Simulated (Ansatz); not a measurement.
# BaTiO3: the cost of one run

Computed with Ansatz 0.2.0 (DFT PBE, scalar-relativistic, unless a step's input says otherwise).

## (1) Starting point

Symmetry: Pm-3m, No. 221, cubic system. Conventional cell: a = 4.007 Å, b = 4.007 Å, c = 4.007 Å, α = 90.00°, β = 90.00°, γ = 90.00°. Around Ba (site symmetry m-3m) lie 12 O at 2.83 Å. Ti (site symmetry m-3m) is surrounded by 6 O at 2.00 Å. Around O (site symmetry 4/mmm) lie 2 Ti at 2.00 Å and 4 Ba at 2.83 Å.

Structure file:

```
CELL_PARAMETERS angstrom
4.00730 0.00000 0.00000
0.00000 4.00730 0.00000
0.00000 0.00000 4.00730
ATOMIC_POSITIONS crystal
Ba 0.50000 0.50000 0.50000
Ti 0.00000 0.00000 0.00000
O 0.50000 0.00000 0.00000
O 0.00000 0.50000 0.00000
O 0.00000 0.00000 0.50000
```

Atoms are numbered in the order of the input: Ba1, Ti2, O3, O4, O5.

## (2) The deformed structure

Space group Pm-3m before, P4/mmm after.

## (3) LAPW, all electrons

Input file input.yaml:

```yaml
crystal:
  lattice:
    - [4.087446, 0.0, 0.0]
    - [0.0, 4.087446, 0.0]
    - [0.0, 0.0, 4.0073]
  atoms:
    - { symbol: Ba, position: [0.5, 0.5, 0.5] }
    - { symbol: Ti, position: [0.0, 0.0, 0.0] }
    - { symbol: O, position: [0.5, 0.0, 0.0] }
    - { symbol: O, position: [0.0, 0.5, 0.0] }
    - { symbol: O, position: [0.0, 0.0, 0.5] }
kpoints:
  mp_grid: { grid: [8, 8, 8] }
  band_path:
    path:
      - [0.0, 0.0, 0.0]
      - [0.0, 0.5, 0.0]
      - [0.5, 0.5, 0.0]
      - [0.0, 0.0, 0.0]
      - [0.0, 0.0, 0.5]
      - [0.0, 0.5, 0.5]
      - [0.5, 0.5, 0.5]
      - [0.0, 0.0, 0.5]
      - [0.0, 0.5, 0.0]
    npoints: 5
scf:
  occupations: { method: fermi_dirac, width: 0.05 }
hamiltonian:
  xc: pbe
  pseudopotentials: { kind: all_electron, lapw: { basis_error: 0.001 } }
output:
  forces: true
  stress: true
  eigenvalues: true
```

Command:

```
ansatz run input.yaml --threads 2 --pin off --max-ram 6144MiB --backend cpu --events-out ev --progress --plain --runs-dir out
```

**Question.** How long does this run take on 2 threads of Intel Xeon Platinum 8488C (Sapphire Rapids), shared host, and how much memory does it need?

About 58 s, with a peak of 0.96 GiB.
